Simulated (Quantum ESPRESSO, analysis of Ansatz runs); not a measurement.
# HfO2 (P2_1/c), nudged elastic band: V_O hop (2.5 Å) (q = 0) (Quantum ESPRESSO), part 3 of 3

Wanted: path and barrier of a jump of O in HfO2 (P2_1/c) at charge 0. The case: V_O hop (2.5 Å), in a cell of 48 host atoms with 1 O taken out.

Quantum ESPRESSO 7.5; Quantum ESPRESSO plane-wave DFT, PBEsol, GBRV 1.5 PBEsol potentials; nudged elastic band between two relaxed defect structures.

So far: The starting structure; Relaxation of the start point, charge 0; Relaxation of the end point, charge 0.

### Step 4. Nudged elastic band, charge 0

3 movable images are laid between the ends by interpolation. Each image feels the true force across the path and a spring force along it. The highest image is set to climb to the top of the path.

This step: Quantum ESPRESSO plane-wave DFT, PBEsol, GBRV 1.5 PBEsol potentials; nudged elastic band between two relaxed defect structures.

The input, neb.in:

```
BEGIN
BEGIN_PATH_INPUT
&PATH
  restart_mode = 'from_scratch'
  string_method = 'neb'
  nstep_path = 45
  ds = 1.5
  opt_scheme = 'broyden'
  num_of_images = 5
  k_max = 0.3
  k_min = 0.2
  CI_scheme = 'auto'
  path_thr = 0.06
/
END_PATH_INPUT
BEGIN_ENGINE_INPUT
&CONTROL
  prefix = 'pwscf'
  outdir = './tmp'
  pseudo_dir = './pseudo'
  disk_io = 'low'
/
&SYSTEM
  ibrav = 0
  nat = 47
  ntyp = 2
  ecutwfc = 36
  ecutrho = 288
  nbnd = 193
  occupations = 'fixed'
  nosym = .true.
/
&ELECTRONS
  conv_thr = 5d-08
  electron_maxstep = 100
  mixing_beta = 0.5
/
ATOMIC_SPECIES
Hf   178.4900 hf_pbesol_v1.uspp.F.UPF
O     15.9990 o_pbesol_v1.2.uspp.F.UPF
CELL_PARAMETERS angstrom
  -5.9416700321    5.1632183130    5.1583953549
   4.2040263173   -5.1632183130    5.1655565917
   5.9416700321    5.1632183130   -5.1583953549
BEGIN_POSITIONS
FIRST_IMAGE
ATOMIC_POSITIONS crystal
Hf     0.0825463936    0.4930905431    0.8670150860
Hf     0.0830582221    0.9911260711    0.3670501860
Hf     0.5817460845    0.4936580724    0.3670941354
Hf     0.5847081713    0.9906454759    0.8675683515
Hf     0.3749624064    0.2557385587    0.8398102940
Hf     0.3748096151    0.7562023631    0.3389696411
Hf     0.8749428764    0.2575040712    0.3403871754
Hf     0.8678175156    0.7552055337    0.8378613819
Hf     0.4180283267    0.0072983511    0.1328716685
Hf     0.4163337551    0.5060169773    0.6327177556
Hf     0.9161328312    0.0064932631    0.6324203089
Hf     0.9175669045    0.5064066825    0.1323694753
Hf     0.1234613183    0.2406625226    0.1584440091
Hf     0.1263723316    0.7422050279    0.6608701394
Hf     0.6251155479    0.2411199464    0.6596687464
Hf     0.6272194934    0.7428913811    0.1590317401
O      0.3617380136    0.2107019916    0.5943514970
O      0.3630100139    0.7143226751    0.0943066476
O      0.8616585711    0.2133669616    0.0949471407
O      0.8617944382    0.7134632099    0.5951596105
O      0.3818371063    0.0333578232    0.8958643356
O      0.3783442453    0.5331476366    0.3941855045
O      0.8812899944    0.0353269024    0.3972782445
O      0.8797949607    0.5347442548    0.8966705277
O      0.1378716581    0.2841524427    0.4026065965
O      0.1380670383    0.7857575576    0.9045481181
O      0.6392944584    0.2839419098    0.9040342102
O      0.6378072279    0.7846284823    0.4027642334
O      0.1182470754    0.4624497059    0.1003160242
O      0.1189913696    0.9635665094    0.6029889876
O      0.6203481091    0.4701141557    0.6080576359
O      0.6207033260    0.9655129921    0.1027142780
O      0.3355482327    0.2054975215    0.1918208654
O      0.3455405425    0.7099284186    0.7025723703
O      0.8374868320    0.2080686187    0.6909078928
O      0.8395318855    0.7066053722    0.1988730271
O      0.4852820542    0.0414835157    0.3794115946
O      0.4921205384    0.5420266638    0.8794928560
O      0.9742843324    0.0373533008    0.8766433856
O      0.9911735303    0.5420734179    0.3813510287
O      0.1631342141    0.2913038741    0.8073836146
O      0.1625857298    0.7913844724    0.3041174235
O      0.6626161525    0.2931175115    0.3072516404
O      0.0160418331    0.4577886526    0.6203239562
O      0.0054757984    0.9528252202    0.1162181948
O      0.5137390746    0.4572695826    0.1195366847
O      0.5169480215    0.9554744832    0.6207560541
INTERMEDIATE_IMAGE
ATOMIC_POSITIONS crystal
Hf     0.0827141278    0.4924937828    0.8666809831
Hf     0.0830712874    0.9914669895    0.3671461614
[... 45 atom lines left out ...]
INTERMEDIATE_IMAGE
ATOMIC_POSITIONS crystal
Hf     0.0828493007    0.4919188995    0.8663458114
Hf     0.0830685871    0.9917844547    0.3672353573
[... 45 atom lines left out ...]
INTERMEDIATE_IMAGE
ATOMIC_POSITIONS crystal
Hf     0.0829740136    0.4913581674    0.8660136176
Hf     0.0829749362    0.9920012690    0.3672424858
[... 45 atom lines left out ...]
LAST_IMAGE
ATOMIC_POSITIONS crystal
Hf     0.0831079304    0.4907693462    0.8656649078
Hf     0.0829816720    0.9923301673    0.3673558237
Hf     0.5822089059    0.4913677353    0.3667375321
[... 4 atom lines left out ...]
Hf     0.8740848440    0.7563644064    0.8405178174
[... 1 atom line left out ...]
Hf     0.4178603627    0.5052730258    0.6322658484
[... 4 atom lines left out ...]
Hf     0.6258414972    0.2430987935    0.6600530920
[... 1 atom line left out ...]
O      0.3650306409    0.2155089703    0.5939897302
[... 2 atom lines left out ...]
O      0.8579213743    0.7079244015    0.5956165409
[... 1 atom line left out ...]
O      0.3821517350    0.5346485181    0.3987513381
[... 1 atom line left out ...]
O      0.8746043862    0.5304790572    0.8886090428
[... 6 atom lines left out ...]
O      0.6609697066    0.7886074883    0.7994387487
[... 2 atom lines left out ...]
O      0.3385736924    0.7086440608    0.6921991110
[... 3 atom lines left out ...]
O      0.4909733954    0.5419436264    0.8811179310
O      0.9875058220    0.0428929085    0.8799914386
[... 7 atom lines left out ...]
O      0.5089990057    0.9582546388    0.6186566903
END_POSITIONS
K_POINTS gamma
END_ENGINE_INPUT
END
```

Run with:

```
OMP_NUM_THREADS=1 mpirun -n 4 neb.x -ni 2 -inp neb.in > neb.out
```

Output:

```text
[shortened: banners, details of potentials and solvers, and blank lines are left out]
[banner, memory and clock lines left out]
     path-images division:  nimage    =       2
     initial path length           =  4.6350 bohr
     initial inter-image distance  =  1.1588 bohr
     string_method                 =    neb
     restart_mode                  =    from_scratch
     opt_scheme                    =    broyden
     num_of_images                 =    5
     nstep_path                    =    45
     CI_scheme                     =    auto
     first_last_opt                =    F
     use_freezing                  =    F
     ds                            =    1.5000 a.u.
     k_max                         =    0.3000 a.u.
     k_min                         =    0.2000 a.u.
     path_thr                      =    0.0600 eV / A
     ------------------------------ iteration   1 ------------------------------
     activation energy (->) =   3.965086 eV
     activation energy (<-) =   4.066472 eV
     image        energy (eV)        error (eV/A)        frozen
         1     -48209.4172026            0.018127            T
         2     -48207.6433863            3.296947            F
         3     -48205.4521167            6.670022            F
         4     -48207.3664842            4.528623            F
         5     -48209.5185890            0.017621            T
     climbing image =  3
     path length          =  4.635 bohr
     inter-image distance =  1.159 bohr
     ------------------------------ iteration   2 ------------------------------
     activation energy (->) =   2.735701 eV
     activation energy (<-) =   2.837088 eV
     image        energy (eV)        error (eV/A)        frozen
         1     -48209.4172026            0.018127            T
         2     -48207.9812885            0.833080            F
         3     -48206.6815012            1.219659            F
         4     -48207.9305642            1.221998            F
         5     -48209.5185890            0.017621            T
     climbing image =  3
     path length          =  4.808 bohr
[...]
------------------------------ iteration   3 ------------------------------
     activation energy (->) =   2.516636 eV
     activation energy (<-) =   2.618022 eV
     image        energy (eV)        error (eV/A)        frozen
         1     -48209.4172026            0.018127            T
         2     -48208.0054634            0.582616            F
         3     -48206.9005670            1.058210            F
         4     -48208.0061572            0.725709            F
         5     -48209.5185890            0.017621            T
     climbing image =  3
     path length          =  4.824 bohr
[...]
------------------------------ iteration   4 ------------------------------
     activation energy (->) =   2.398680 eV
     activation energy (<-) =   2.500066 eV
     image        energy (eV)        error (eV/A)        frozen
         1     -48209.4172026            0.018127            T
         2     -48208.0125117            0.553613            F
         3     -48207.0185227            1.058107            F
         4     -48208.0558508            0.383678            F
         5     -48209.5185890            0.017621            T
     climbing image =  3
     path length          =  4.920 bohr
[...]
------------------------------ iteration   5 ------------------------------
     activation energy (->) =   2.325677 eV
     activation energy (<-) =   2.427064 eV
     image        energy (eV)        error (eV/A)        frozen
         1     -48209.4172026            0.018127            T
         2     -48208.0427028            0.455828            F
         3     -48207.0915252            0.795707            F
         4     -48208.0856896            0.319555            F
         5     -48209.5185890            0.017621            T
     climbing image =  3
     path length          =  5.019 bohr
[...]
------------------------------ iteration   6 ------------------------------
     activation energy (->) =   2.288776 eV
     activation energy (<-) =   2.390163 eV
     image        energy (eV)        error (eV/A)        frozen
         1     -48209.4172026            0.018127            T
         2     -48208.0884134            0.266778            F
         3     -48207.1284265            0.348336            F
         4     -48208.1074840            0.343256            F
         5     -48209.5185890            0.017621            T
     climbing image =  3
     path length          =  5.035 bohr
[...]
------------------------------ iteration   7 ------------------------------
     activation energy (->) =   2.233209 eV
     activation energy (<-) =   2.334595 eV
     image        energy (eV)        error (eV/A)        frozen
         1     -48209.4172026            0.018127            T
         2     -48208.1487556            0.182690            F
         3     -48207.1839938            0.313252            F
         4     -48208.1286960            0.422803            F
         5     -48209.5185890            0.017621            T
     climbing image =  3
     path length          =  5.196 bohr
[...]
------------------------------ iteration   8 ------------------------------
     activation energy (->) =   2.220501 eV
     activation energy (<-) =   2.321887 eV
     image        energy (eV)        error (eV/A)        frozen
         1     -48209.4172026            0.018127            T
         2     -48208.1672540            0.113070            F
         3     -48207.1967016            0.114064            F
         4     -48208.1371521            0.183795            F
         5     -48209.5185890            0.017621            T
     climbing image =  3
     path length          =  5.247 bohr
[...]
------------------------------ iteration   9 ------------------------------
     activation energy (->) =   2.216935 eV
     activation energy (<-) =   2.318321 eV
     image        energy (eV)        error (eV/A)        frozen
         1     -48209.4172026            0.018127            T
         2     -48208.1707962            0.091075            F
         3     -48207.2002677            0.086491            F
         4     -48208.1400255            0.085623            F
         5     -48209.5185890            0.017621            T
     climbing image =  3
     path length          =  5.236 bohr
[...]
------------------------------ iteration  10 ------------------------------
     activation energy (->) =   2.205364 eV
     activation energy (<-) =   2.306750 eV
     image        energy (eV)        error (eV/A)        frozen
         1     -48209.4172026            0.018127            T
         2     -48208.1866622            0.066306            F
         3     -48207.2118389            0.061139            F
         4     -48208.1401872            0.050616            F
         5     -48209.5185890            0.017621            T
     climbing image =  3
     path length          =  5.286 bohr
[...]
------------------------------ iteration  11 ------------------------------
     activation energy (->) =   2.202684 eV
     activation energy (<-) =   2.304070 eV
     image        energy (eV)        error (eV/A)        frozen
         1     -48209.4172026            0.018127            T
         2     -48208.1904974            0.053703            F
         3     -48207.2145189            0.056088            F
         4     -48208.1426883            0.046199            F
         5     -48209.5185890            0.017621            T
     climbing image =  3
     path length          =  5.299 bohr
     inter-image distance =  1.325 bohr
     neb: convergence achieved in  11 iterations
```

The job ended after 36 min (4 MPI ranks of Intel Xeon Platinum 8259CL at 2.50GHz (Skylake/Cascade Lake), shared host; peak memory 2.4 GiB; 2.4 h of CPU time).

The path, image by image:

```csv
image,path (Å),energy (eV),"O31: x, y, z (Å)"
0,0.000,0.0000,"1.903, 3.915, 2.492"
1,0.736,1.2267,"2.413, 3.689, 2.785"
2,1.342,2.2027,"2.889, 3.530, 3.010"
3,2.001,1.2745,"3.451, 3.414, 3.249"
4,2.804,-0.1014,"4.138, 3.469, 3.359"
```

This step gave:

| Item | Value |
| --- | --- |
| barrier forward | 2.203 eV |
| barrier backward | 2.304 eV |
| end less start | -0.1014 eV |
| hop length | 2.438 Å |

The band met its tolerance of 0.06 eV/Å after 11 iterations, with image 2 on top (the start counts as 0). O31, which moves farthest between the ends, has 4 Hf at 2.12 to 2.24 Å nearest at the start and 2 Hf at 1.95 Å at the top.

### Step 5. Results

```json
{
  "barrier forward": "2.20 eV",
  "barrier backward": "2.30 eV",
  "end less start": "-0.10 eV",
  "hop length": "2.44 Å",
  "band iterations, as the log counts them": "11"
}
```

In words: The top of the band lies 2.20 eV above the start and 2.30 eV above the end. With an assumed prefactor of 1e13 per second it gives one hop a second along this one path at about 850 K; whether such hops link up through the crystal wasn't checked. At the top O31 stands 1.95 Å from its nearest Hf, 0.17 Å closer than at the start. The order of the top as a saddle was not checked for all atoms, so a bent path could be lower. Keep in mind: sampling at the zone centre alone can move energies of charged and open-shell states by tenths of an eV or more in cells of this size; periodic copies of the defect are only 8.4 Å apart; spin–orbit coupling, which can matter with heavy atoms, is left out. The cutoff of 36 Ry is under the 40 Ry advised for these potentials.

[Logs are printed without paths, hosts, clocks, repeated set-up lines and the standing remarks that a program may print on its own settings, such as how far it seeks lower states.]

[Hosts, paths, dates, database ids (printed as entryN), source tags and the programs' standing remarks are cut or masked in the printed files.]
